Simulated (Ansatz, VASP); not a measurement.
## Mg in VASP and in Ansatz

Contents of POSCAR:

```
Mg
1.0
   -1.8359916300      1.8359916300      1.6794040200
    1.8359916300     -1.8359916300      1.6794040200
    1.8359916300      1.8359916300     -1.6794040200
Mg
1
Direct
    0.0000000000      0.0000000000      0.0000000000
```

INCAR.step1

```
  ALGO = Normal
  EDIFF = 1E-4
  ENCUT = 520
  GGA = PE
  ISMEAR = -1
  LASPH = True
  LCHARG = False
  LREAL = False
  LWAVE = True
  NBANDS = 7
  NELM = 100
  PREC = Accurate
  SIGMA = 0.05
```

INCAR.step2

```
  ALGO = Normal
  EDIFF = 1E-6
  ENCUT = 520
  ISIF = 2
  ISMEAR = -1
  ISTART = 1
  IVDW = 12
  LASPH = True
  LCHARG = False
  LMIXTAU = True
  LREAL = False
  LWAVE = False
  METAGGA = R2SCAN
  NBANDS = 7
  NELM = 100
  PREC = Accurate
  SIGMA = 0.05
  VDW_A1 = 0.49484001
  VDW_A2 = 5.73083694
  VDW_S6 = 1.0
  VDW_S8 = 0.78981345
```

The input KPOINTS:

```
k-points
0
Gamma
  4 4 4
```

Input for Ansatz:

```yaml
crystal:
  lattice:
    - [-1.83599163, 1.83599163, 1.67940402]
    - [1.83599163, -1.83599163, 1.67940402]
    - [1.83599163, 1.83599163, -1.67940402]
  atoms:
    - { symbol: Mg, position: [0.0, 0.0, 0.0] }
accuracy: low
kpoints:
  mp_grid:
    grid: [4, 4, 4]
hamiltonian:
  xc: r2scan
  dispersion: d3bj
  pseudopotentials:
    kind: nc
scf:
  max_iter: 80
  occupations:
    method: fermi_dirac
    width: 0.05
output:
  stress: true
```

This isn't the form of Mg at room conditions, which is hcp.

Alike in both runs: task single point; functional r2SCAN; dispersion D3(BJ); k mesh 4 × 4 × 4; occupations fermi-dirac, width 0.05 eV; no spin polarisation.

|  | VASP | Ansatz |
| --- | --- | --- |
| version | VASP 6.6.1 | Ansatz 0.2.0 |
| potentials or method | VASP PAW PBE potentials, release 64 (Mg) | plane waves, norm-conserving potentials |
| plane-wave cutoff (eV) | 520 | 1143 |
| valence electrons in the cell | 2 | 10 |

Ansatz gave:

| Quantity | Value |
| --- | --- |
| pressure (GPa) | -1.2 |
| largest component of the traceless stress (GPa) | 0.85 |
| dispersion energy (meV/atom) | -135.8 |

Task: Which values does VASP return?

Result: Pressure (GPa): -1.5; largest component of the traceless stress (GPa): 0.88; dispersion energy (meV/atom): -135.7.

The two sets of potentials don't hold the same shells in valence. Ansatz warned: «dispersion_damping_borrowed».

Caveats: the k mesh is coarse (spacing up to 0.63 Å⁻¹), so the values aren't converged; the PAW data sets were made with another functional, which shifts forces and pressure a little (VASP); pairwise dispersion overbinds metals, which lowers pressure and volume.
